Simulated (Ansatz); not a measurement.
BaF2:
```
BaF2
1.0
    0.00000     3.12321     3.12321
    3.12321     0.00000     3.12321
    3.12321     3.12321     0.00000
Ba F
1 2
Direct
  0.00000   0.00000   0.00000
  0.25000   0.25000   0.25000
  0.75000   0.75000   0.75000
```

Relaxed with PBE. Special points in fractions of this cell's reciprocal vectors: Γ (0.000, 0.000, 0.000); X (0.500, 0.000, 0.500); U (0.625, 0.250, 0.625); K (0.375, 0.375, 0.750); L (0.500, 0.500, 0.500); W (0.500, 0.250, 0.750).

Task: List the band energies nearest the valence-band maximum at these points for PBE with spin–orbit coupling (plane waves, PAW; program Ansatz).

Result: In eV from the valence-band maximum; about four levels below and three above (degenerate sets whole), none deeper than 8.9 eV; points with the same levels are listed once.

```csv
k,below,above
Γ,-0.06 -0.06 -0.06 -0.06,6.72 6.72 9.17 9.17 9.17 9.17
X,-0.28 -0.28 -0.15 -0.15,7.26 7.26 8.95 8.95
U,-0.21 -0.21 -0.16 -0.16,7.51 7.51 9.30 9.30
L,-0.24 -0.24 -0.12 -0.12,9.01 9.01 9.15 9.15
W,-0.28 -0.28 -0.20 -0.20,7.52 7.52 9.68 9.68
```

Space group Fm-3m (fluorite). The cell was relaxed with PBE under the symmetry of its start.

Potentials: the later of the program's two PAW sets.
